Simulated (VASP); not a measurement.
# Pt in VASP: notebook

Runs on Pt. Level: PBE. Tasks: single point.

All numbers are computed with VASP 6.6.1; they aren't measurements. Logs are shortened: lines on timing, memory, paths and dates and some standing lists are left out, and cuts for length are marked.

**1. The slab as given**

The cell holds a slab with vacuum, 8 atoms: a = 2.769 Å, b = 3.916 Å, c = 21.691 Å, α = 90.00°, β = 90.00°, γ = 90.00°.

The slab is cut from a database's or a generator's crystal, which needn't be the stable form of the element.

**2. Single point, PBE**

INCAR

```
PREC = Accurate ; ENCUT = 350
EDIFF = 1E-7 ; ISMEAR = 1
SIGMA = 0.1 ; LREAL = False
LASPH = True ; NELM = 120
ALGO = Normal ; ISIF = 2
LWAVE = False ; LCHARG = False
LDIPOL = True ; IDIPOL = 3
DIPOL = 0.5 0.5 0.500 ; GGA = PE
NBANDS = 56 ; LVHAR = True
LVACPOTAV = True
```

KPOINTS

```
regular mesh
0
Gamma
  12 9 1
```

POSCAR

```
Pt
1.0
    2.7688887338      0.0000000000      0.0000000000
    0.0000000000      3.9158000000      0.0000000000
    0.0000000000      0.0000000000     21.6911105682
Pt
8
Direct
    0.5000000000      0.5000000000      0.2766110099
    0.0000000000      0.0000000000      0.3404364356
    0.5000000000      0.5000000000      0.4042618614
    0.0000000000      0.0000000000      0.4680872871
    0.5000000000      0.5000000000      0.5319127129
    0.0000000000      0.0000000000      0.5957381386
    0.5000000000      0.5000000000      0.6595635644
    0.0000000000      0.0000000000      0.7233889901
```

Potentials or basis: VASP PAW PBE potentials, release 64 (Pt).

Started as:

```bash
$ cat potpaw_PBE.64/Pt/POTCAR > POTCAR
$ mpirun -np 1 vasp_std > vasp.out
```

OUTCAR:

```text
PREC = Accurate
   ENCUT = 350
   EDIFF = 1E-7
   ISMEAR = 1
   LREAL = False
   LASPH = True
   NELM = 120
   ISIF = 2
   GGA = PE

 Found     35 irreducible k-points:

 Following reciprocal coordinates:
            Coordinates               Weight
  0.000000  0.000000  0.000000      1.000000
  0.083333  0.000000  0.000000      2.000000
  0.166667  0.000000  0.000000      2.000000
  0.250000  0.000000  0.000000      2.000000
  0.333333  0.000000  0.000000      2.000000
  0.416667  0.000000  0.000000      2.000000
   k-points           NKPTS =     35   k-points in BZ     NKDIM =     35   number of bands    NBANDS=     56
   number of dos      NEDOS =    301   number of ions     NIONS =      8
   total plane-waves  NPLWV =  60480
   dimension x,y,z NGX =    18 NGY =   24 NGZ =  140
   dimension x,y,z NGXF=    36 NGYF=   48 NGZF=  280
   ions per type =               8
   NGX,Y,Z   is equivalent  to a cutoff of  10.81, 10.19, 10.73 a.u.
   NGXF,Y,Z  is equivalent  to a cutoff of  21.61, 20.38, 21.46 a.u.
 SYSTEM =  unknown system
   PREC   = accura    normal or accurate (medium, high low for compatibility)
   ISTART =      0    job   : 0-new  1-cont  2-samecut
   ICHARG =      2    charge: 1-file 2-atom 10-const
   ISPIN  =      1    spin polarized calculation?
   LNONCOLLINEAR =      F non collinear calculations
   LSORBIT =      F    spin-orbit coupling
   LASPH  =      T    aspherical Exc in radial PAW
   ENCUT  =  350.0 eV  25.72 Ry    5.07 a.u.   4.22  5.97 33.09*2*pi/ulx,y,z
   NELM   =    120;   NELMIN=  2; NELMDL= -5     # of ELM steps
   EDIFF  = 0.1E-06   stopping-criterion for ELM
   LREAL  =      F    real-space projection
   EDIFFG = 0.1E-05   stopping-criterion for IOM
   NSW    =      0    number of steps for IOM
   IBRION =     -1    ionic relax: 0-MD 1-quasi-New 2-CG
   NFREE  =      0    steps in history (QN), initial steepest desc. (CG)
   ISIF   =      2    stress and relaxation
   ISYM   =      2    0-nonsym 1-usesym 2-fastsym
   POTIM  = 0.5000    time-step for ionic-motion
   TEBEG  =    0.0;   TEEND  =   0.0 temperature during run
   PSTRESS=    0.0 pullay stress
   NELECT =      80.0000    total number of electrons
   NUPDOWN=      -1.0000    fix difference up-down
   EMIN   =  10.00;   EMAX   =-10.00  energy-range for DOS
   EFERMI =   0.00;   METHOD = LEGACY
   ISMEAR =     1;   SIGMA  =   0.10  broadening in eV -4-tet -1-fermi 0-gaus
   EFERMI_NEDOS =   21; number of points for ismear=-14 and -15
   IALGO  =     38    algorithm
   IMIX   =      4    mixing-type and parameters
     AMIX     =   0.40;   BMIX     =  1.00
     AMIX_MAG =   1.60;   BMIX_MAG =  1.00
  volume/ion in A,a.u.               =      29.40       198.39
  Fermi-wavevector in a.u.,A,eV,Ry     =   1.142796  2.159572 17.768988  1.305984
  Thomas-Fermi vector in A             =   2.279493
   LORBIT       =      0    0 simple, 1 ext, 2 COOP (PROOUT), +10 PAW based schemes
   GGA     = PE    functional components
   LHFCALC =     F    Hartree Fock is set to
   AEXX    =    0.0000 exact exchange contribution
   IVDW    =     0    specifies the selected vdW correction
   LEPSILON=     F    determine dielectric tensor
   LRPA    =     F    only Hartree local field effects (RPA)
 non-spin polarized calculation
 Methfessel and Paxton  Order N= 1 SIGMA  =   0.10
  energy-cutoff  :      350.00
  volume of cell :      235.18
 maximum number of plane-waves:      3525
 NGX is ok and might be reduce to    18
   NGX =  9   NGY = 11   NGZ = 67

 dipolmoment           0.000000      0.000000      0.000000 electrons x Angstroem

 number of electron      79.9999951 magnetization

 dipolmoment           0.000000      0.000000     -0.000000 electrons x Angstroem

 Free energy of the ion-electron system (eV)
  ---------------------------------------------------
  ext. energy  EPLUGINS =         0.00000000
  ---------------------------------------------------
  free energy    TOTEN  =       -46.03103647 eV

  energy without entropy =      -46.02612310  energy(sigma->0) =      -46.02939868

 E-fermi :   3.1209     XC(G=0):  -7.8402

 val. band max:        3.1161442181   @ k =   0.0833   0.3333   0.0000
 cond. band min:       3.1212749210   @ k =   0.4167   0.2222   0.0000
 fundamental gap:      0.0051307028
 Fermi energy:         3.1209029629

 k-point     1 :       0.0000    0.0000    0.0000
  band No.  band energies     occupation
      1      -6.7423      2.00000
      2      -5.6496      2.00000
      3      -4.2235      2.00000
      4      -3.7377      2.00000
      5      -3.2705      2.00000
      6      -3.1788      2.00000
[... 44 lines left out ...]
     51       8.6303      0.00000
     52      10.4540      0.00000

 k-point     2 :       0.0833    0.0000    0.0000
  band No.  band energies     occupation
      1      -6.5570      2.00000
      2      -5.4748      2.00000
      3      -4.0733      2.00000
      4      -3.5845      2.00000
      5      -3.1684      2.00000
      6      -3.0084      2.00000
[... 44 lines left out ...]
     51       8.7994      0.00000
     52      10.6056      0.00000

 k-point     3 :       0.1667    0.0000    0.0000
  band No.  band energies     occupation
      1      -6.0255      2.00000
      2      -4.9910      2.00000
      3      -3.7235      2.00000
      4      -3.2324      2.00000
      5      -2.8222      2.00000
      6      -2.6646      2.00000
[... 44 lines left out ...]
     51       9.6613      0.00000
     52      10.5216      0.00000

 k-point     4 :       0.2500    0.0000    0.0000
  band No.  band energies     occupation
      1      -5.2213      2.00000
      2      -4.3311      2.00000
      3      -3.4753      2.00000
      4      -2.9382      2.00000
      5      -2.8400      2.00000
      6      -2.6355      2.00000
[... 44 lines left out ...]
     51      10.1782      0.00000
     52      10.4613      0.00000

 k-point     5 :       0.3333    0.0000    0.0000
  band No.  band energies     occupation
      1      -4.2705      2.00000
      2      -3.7589      2.00000
      3      -3.5303      2.00000
      4      -3.2313      2.00000
      5      -2.9609      2.00000
      6      -2.9507      2.00000
[... 44 lines left out ...]
     51      10.6803      0.00000
     52      10.8462      0.00000

 k-point     6 :       0.4167    0.0000    0.0000
  band No.  band energies     occupation
      1      -3.6981      2.00000
      2      -3.6862      2.00000
      3      -3.3566      2.00000
      4      -3.2283      2.00000
      5      -3.2225      2.00000
      6      -3.1928      2.00000
[... 44 lines left out ...]
     51      11.3341      0.00000
     52      11.9152      0.00000

 [... further k-points ...]

 [bands above 52 left out]

------------------------ aborting loop because EDIFF is reached ----------------------------------------

  FORCE on cell =-STRESS in cart. coord.  units (eV):
  Direction    XX          YY          ZZ          XY          YZ          ZX
  --------------------------------------------------------------------------------------
  -------------------------------------------------------------------------------------
  Total       -1.3696047      1.8622898      3.3463564      0.0000000      0.0000000      0.0000000
  in kB       -9.3303520     12.6867401     22.7968575      0.0000000      0.0000000      0.0000000
  external PRESSURE =       8.7177485 kB  Pullay stress =       0.0000000 kB

 VOLUME and BASIS-vectors are now :
 -----------------------------------------------------------------------------
  energy-cutoff  :      350.00
  volume of cell :      235.18
      direct lattice vectors                 reciprocal lattice vectors
     2.768888734  0.000000000  0.000000000     0.361155718  0.000000000  0.000000000
     0.000000000  3.915800000  0.000000000     0.000000000  0.255375658  0.000000000
     0.000000000  0.000000000 21.691110568     0.000000000  0.000000000  0.046101835

 POSITION                                       TOTAL-FORCE (eV/Angst)
 -----------------------------------------------------------------------------------
      1.38444      1.95790      6.00000         0.000000      0.000000      0.406735
      0.00000      0.00000      7.38444         0.000000      0.000000     -1.123875
      1.38444      1.95790      8.76889         0.000000      0.000000     -0.075290
      0.00000      0.00000     10.15333         0.000000      0.000000      0.124523
      1.38444      1.95790     11.53778         0.000000      0.000000     -0.124523
      0.00000      0.00000     12.92222         0.000000      0.000000      0.075290
      1.38444      1.95790     14.30667         0.000000      0.000000      1.123875
      0.00000      0.00000     15.69111         0.000000      0.000000     -0.406735
 -----------------------------------------------------------------------------------
    total drift:                                0.000000      0.000000     -0.000000

  FREE ENERGIE OF THE ION-ELECTRON SYSTEM (eV)
  ---------------------------------------------------
  free  energy   TOTEN  =       -46.0310364724 eV

  energy  without entropy=      -46.0261230974  energy(sigma->0) =      -46.02939868

 vacuum level on the upper side and lower side of the slab         8.467         8.467
```

Wall time 9 min (1 thread of Intel Xeon Platinum 8259CL at 2.50GHz (Skylake/Cascade Lake), shared host); peak memory 0.33 GiB.

These settings aren't checked as converged: the numbers below hold their error.

Results:

* Free energy: -46.0310 eV
* Largest force: 1.124 eV/Å
* Band gap on the k mesh: none (metal or under the smearing width)
* Work function of the upper face: 5.35 eV
* Work function of the lower face: 5.35 eV

**3. Single point, PBE**

Edit INCAR of step 2 so:

```diff
@@ -1,2 +1,2 @@
-PREC = Accurate ; ENCUT = 350
+PREC = Accurate ; ENCUT = 400
 EDIFF = 1E-7 ; ISMEAR = 1
```

KPOINTS is that of step 2.

POSCAR is that of step 2.

Potentials or basis: VASP PAW PBE potentials, release 64 (Pt).

Started as:

```bash
$ cat potpaw_PBE.64/Pt/POTCAR > POTCAR
$ mpirun -np 1 vasp_std > vasp.out
```

Wall time 8.9 min (1 thread of Intel Xeon Platinum 8259CL at 2.50GHz (Skylake/Cascade Lake), shared host); peak memory 0.37 GiB.

These settings aren't checked as converged: the numbers below hold their error.

Results:

```yaml
Free_energy: -46.0365 eV
Largest_force: 1.124 eV/Å
Band_gap_on_the_k_mesh: none (metal or under the smearing width)
Work_function_of_the_upper_face: 5.35 eV
Work_function_of_the_lower_face: 5.35 eV
```
